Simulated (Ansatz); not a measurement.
The cell is COD entry 1534929, as deposited and not checked against the literature; nothing was relaxed.

A run of Ansatz 0.2.0 printed the following.

```
Hf: projections on atomic orbitals take those of the free atom 1s2 2s2 2p6 3s2 3p6 3d10 4s2 4p6 4d10 4f14 5s2 5p6 5d2 6s2, of charge +0.00 (hamiltonian.pseudopotentials.projection_atoms)
LAPW: plane waves up to 8.041 Å⁻¹, error target 2.5e-4 eV per atom; small_component_spin mean_spin; Hf in spheres of 1.570 Å, 36 of its electrons in bands, Dirac shells []
Engine: ansatz 0.2.0
Pseudopotentials: kind: all_electron
Pseudopotential: Hf, LAPW, valence charge 36, Koelling and Harmon's equation, gaussian nucleus
Functional definition: PBE
  parameter kappa = 0.804
  parameter beta = 0.06672455060314922
  exchange = pbe_x(kappa = kappa, mu = beta*pi^2/3)
  correlation = pbe_c(beta = beta)
Crystal: 1 atoms, lattice volume = 21.882 Å³
Basis set: ecut = 246.33150281221947 eV, 181 PW (Γ), exchange–correlation at level 2
Bands: 22, of which v1, the nominal top of the filled ones, is band 18 counted from 1 (17 counted from 0)
Symmetry: 48 space group operations
Space group: Fm-3m (ITA 225), of the structure as read, at distance tolerance 2.8e-5 Å
k-points: 145 of 4096
Non-local potential: Hf, projectors of the file, none
Initial density: superposition of atomic densities (chi_scale 0.1, normalization cell)
Initial wavefunctions: plane waves of lowest kinetic energy (no species holds an atomic orbital)
Functional: x = pbe(κ = 0.804, μ = 0.2195149727645171), c = pbe(β = 0.06672455060314922)
iter 1 solved again at ethr=1.51e-4 eV; its pass at ethr=1.00e-1 eV (dr2=5.44e-2 eV) is discarded
SCF iter   1: F=—  HF=-410250.263418 eV  |F-HF|=—  |Δ(HF+E_count)|=         —  Δρ=1.88e-2  dr2=5.48e-2  ethr=1.51e-4  ⟨swp⟩=2.9  Hψ=20333  notcnv=0
preconditioner: auto → Kerker (q_TF=auto, 2.964 Å⁻¹)  [metal: Δε(μ)=0.002 eV  Ē_g=17.957 eV  σ=0.030 eV  W_gap=0.02  n_scr=14 (ndim 8)  ℏωp=38.9 eV  f_vac=0.000  D(μ)=2.05/eV (n_scr^D=26)]
SCF iter   2: F=—  HF=-410250.184147 eV  |F-HF|=—  |Δ(HF+E_count)|=   7.93e-2  Δρ=1.07e-2  dr2=2.00e-2  ethr=1.51e-4  ⟨swp⟩=2.0  Hψ=10151  notcnv=0
SCF iter   3: F=—  HF=-410250.171184 eV  |F-HF|=—  |Δ(HF+E_count)|=   1.30e-2  Δρ=7.91e-3  dr2=1.21e-2  ethr=5.56e-5  ⟨swp⟩=2.0  Hψ=9583  notcnv=0
SCF iter   4: F=—  HF=-410250.166584 eV  |F-HF|=—  |Δ(HF+E_count)|=         —  Δρ=4.26e-3  dr2=4.15e-3  ethr=3.35e-5  ⟨swp⟩=2.0  Hψ=9568  notcnv=0
the basis was enlarged: its passes take 497.7 KiB over the memory plan, 1 of 1 planned eigensolver slots
SCF iter   5: F=—  HF=-410250.167287 eV  |F-HF|=—  |Δ(HF+E_count)|=   7.04e-4  Δρ=1.21e-3  dr2=4.33e-4  ethr=1.15e-5  ⟨swp⟩=2.0  Hψ=9414  notcnv=0
iter 6 solved again at ethr=6.23e-8 eV; its pass at ethr=1.20e-6 eV (dr2=2.24e-5 eV) is discarded
SCF iter   6: F=—  HF=-410250.167344 eV  |F-HF|=—  |Δ(HF+E_count)|=   5.67e-5  Δρ=3.42e-4  dr2=2.24e-5  ethr=6.23e-8  ⟨swp⟩=2.0  Hψ=16123  notcnv=0
SCF iter   7: F=—  HF=-410250.167345 eV  |F-HF|=—  |Δ(HF+E_count)|=   4.90e-7  Δρ=7.68e-5  dr2=1.12e-6  ethr=6.22e-8  ⟨swp⟩=2.0  Hψ=9584  notcnv=0
SCF iter   8: F=-410250.167345 eV  HF=-410250.167345 eV  |F-HF|=1.26e-8  |Δ(HF+E_count)|=   8.61e-8  Δρ=1.09e-5  dr2=2.39e-8  ethr=3.10e-9  ⟨swp⟩=2.0  Hψ=9589  notcnv=0
SCF 1 converged in 8 iterations: F = -410250.167345 eV  dr2 = 2.39e-8
NSCF: frozen V_eff on 57 k-points
SCF converged after 8 iterations
Free energy (F): -410250.167345 eV
Harris-Foulkes:  -410250.167345 eV  (|F-HF|=1.26e-8)
Internal energy: -410250.161544 eV  (E = F + TS)
E sigma→0 (E₀):  -410250.164444 eV
Entropy (-TS):   -0.005800 eV (-5.800 meV/atom)
Fermi energy:    20.535101 eV
--- Per-component energies (eV) ---
  E_band       = -1746.570645
  E_kinetic    = 456480.234238
  E_xc         = -8415.441541
  E_electrostatic = -858314.954242  (all electrons and nuclei)
  E_smearing   = -0.005800  (= −TS)
  E_closure    = 0.000000  (closes the sum)
  E_atoms      = -410242.921030  (free atoms, spherical and without spin; not in F)
  Σ components = -410250.167345   (vs F -410250.167345, Δ=0.00e0)
  Basis errors (estimates in eV, not in F): energy 5.1e-5 per atom: plane waves 4.2e-5 (2.1e-5 summed), levels above the bands 1.0e-123, relativity 1.4e-8, radial functions 8.3e-6, core shells 1.6e-7; eigenvalues (radial functions only) 2.3e-7; not estimated: angular momenta, meshes, grids; target (lapw.basis_error) 2.5e-4; muffin-tin radii Hf 1.570 Å
--- Forces (eV/Å), atoms counted from 1 ---
  atom   1  Hf    -0.00000000     0.00000000     0.00000000
  max |Σ_I F_I| component: 9.86e-31 eV/Å
--- Stress (GPa, compression-positive) ---
        3.179030      -0.000000      -0.000000
       -0.000000       3.179030      -0.000000
       -0.000000      -0.000000       3.179030
  P = ⅓ Tr σ = 3.1790 GPa (31.790 kbar)
--- Band table (eV; the first three rows and the last of 145) ---
  k-point 0: bands = ["-180.5423", "-180.5423", "-180.5298", "-180.5298", "-180.5298", "-41.1294", "-9.3813", "-9.3813", "-9.3813", "8.9067", "8.9312", "8.9312", "8.9312", "9.0087", "9.0087", "9.0087", "13.2603", "21.9409", "21.9409", "21.9409", "24.8134", "24.8134"]
  k-point 1: bands = ["-180.5423", "-180.5423", "-180.5298", "-180.5298", "-180.5298", "-41.1268", "-9.4170", "-9.3858", "-9.3858", "8.9088", "8.9306", "8.9328", "8.9328", "9.0058", "9.0058", "9.0089", "13.4006", "21.7988", "22.0098", "22.0098", "24.7383", "24.7383"]
  k-point 2: bands = ["-180.5423", "-180.5423", "-180.5298", "-180.5298", "-180.5298", "-41.1194", "-9.5174", "-9.3985", "-9.3985", "8.9142", "8.9299", "8.9374", "8.9374", "8.9976", "8.9976", "9.0092", "13.8060", "21.4398", "22.1809", "22.1809", "24.5815", "24.5815"]
  k-point 144: bands = ["-180.5423", "-180.5423", "-180.5298", "-180.5298", "-180.5298", "-41.0376", "-9.9544", "-9.9544", "-9.7087", "8.9418", "8.9418", "8.9460", "8.9651", "8.9651", "8.9680", "8.9929", "18.6913", "20.1390", "20.1390", "23.0913", "27.6492", "29.8367"]
--- Löwdin populations: 1 site ---
  site symbol       q [e]
     0     Hf     71.9285
  spilling = 0.000993 (of n_electrons = 72.000000)
```

The cell and starting positions:

```
CELL_PARAMETERS angstrom
0.00000 2.22000 2.22000
2.22000 0.00000 2.22000
2.22000 2.22000 0.00000
ATOMIC_POSITIONS crystal
Hf 0.00000 0.00000 0.00000
```

Parts of the input that the log doesn't repeat:

```yaml
  band_path:
    path:
      - [0.0, 0.0, 0.0]
      - [0.5, 0.0, 0.5]
      - [0.625, 0.25, 0.625]
      - [0.375, 0.375, 0.75]
      - [0.0, 0.0, 0.0]
      - [0.5, 0.5, 0.5]
      - [0.5, 0.25, 0.75]
      - [0.5, 0.0, 0.5]
    npoints: 8
output:
  forces: true
  stress: true
  eigenvalues: true
  populations: true
  dos: { projected: true, de: 0.2, e_range: [-14, 8] }
```

(1) Write the input that produced this log.

Results:

(1) 
```yaml
crystal:
  lattice:
    - [0.0, 2.22, 2.22]
    - [2.22, 0.0, 2.22]
    - [2.22, 2.22, 0.0]
  atoms:
    - { symbol: Hf, position: [0.0, 0.0, 0.0] }
kpoints:
  mp_grid: { grid: [16, 16, 16] }
  band_path:
    path:
      - [0.0, 0.0, 0.0]
      - [0.5, 0.0, 0.5]
      - [0.625, 0.25, 0.625]
      - [0.375, 0.375, 0.75]
      - [0.0, 0.0, 0.0]
      - [0.5, 0.5, 0.5]
      - [0.5, 0.25, 0.75]
      - [0.5, 0.0, 0.5]
    npoints: 8
scf:
  occupations: { method: fermi_dirac, width: 0.03 }
hamiltonian:
  xc: pbe
  pseudopotentials: { kind: all_electron, lapw: { basis_error: 0.00025 } }
output:
  forces: true
  stress: true
  eigenvalues: true
  populations: true
  dos: { projected: true, de: 0.2, e_range: [-14, 8] }
```
This is the input that was run; digits and keys that the log doesn't show could differ in an equivalent one.
